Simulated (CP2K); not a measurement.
Crystal: Pd.

```xyz
1
Lattice="2.7528 0.0000 0.0000 1.3764 2.3840 0.0000 1.3764 0.7947 2.2476" Properties=species:S:1:pos:R:3 pbc="T T T"
Pd    0.0000    0.0000    0.0000
```

Base run:

| Quantity | Value |
| --- | --- |
| Program | CP2K 2026.2 |
| Functional | PBE |
| Dispersion | D3 |
| Potentials or basis | POTENTIAL_UZH Pd GTH-PBE-q18; TZVP-MOLOPT-PBE-GTH basis |
| Density cutoff | 6803 eV |
| k mesh | 12 × 12 × 12 |
| Occupations | fermi-dirac, width 0.05 eV |
| Spin | no spin polarisation |

Its results: band gap on the k mesh none (metal or under the smearing width); pressure 1.1 GPa.

Question: After a change of settings the same cell gave: band gap on the k mesh none (metal or under the smearing width); pressure 2.7 GPa. Which change was it?
A. dispersion from D3 to D3(BJ)
B. dispersion from D3 to D4
C. dispersion from D3 to rVV10
D. dispersion from D3 to D3(BJ)+ATM

Answer: D.

Caveats: the basis of atomic orbitals isn't converged, which shifts pressures, moduli and gaps; pairwise dispersion overbinds metals, which lowers pressure and volume.
